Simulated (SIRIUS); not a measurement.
Crystal: CdF2.

```
Cd F
1.0
     0.00000    2.69400    2.69400
     2.69400    0.00000    2.69400
     2.69400    2.69400    0.00000
Cd F
1 2
Direct
  0.00000 0.00000 0.00000
  0.75000 0.75000 0.75000
  0.25000 0.25000 0.25000
```

Base run:

| Item | Value |
| --- | --- |
| Program | SIRIUS 7.12.0 |
| Functional | PBEsol |
| Potentials or basis | all-electron FP-LAPW |
| Cutoff | 273 eV |
| Basis | apw+lo standard |
| k mesh | 9 × 9 × 9 |
| Occupations | fermi-dirac, width 0.05 eV |
| Spin | no spin polarisation |

Its results: band gap on the k mesh 2.96 eV, indirect (least direct gap 3.42 eV).

Q: The run is repeated on the same cell with these changes: functional from PBEsol to LDA. What comes out?

A: Band gap on the k mesh 2.82 eV, indirect (least direct gap 3.27 eV).
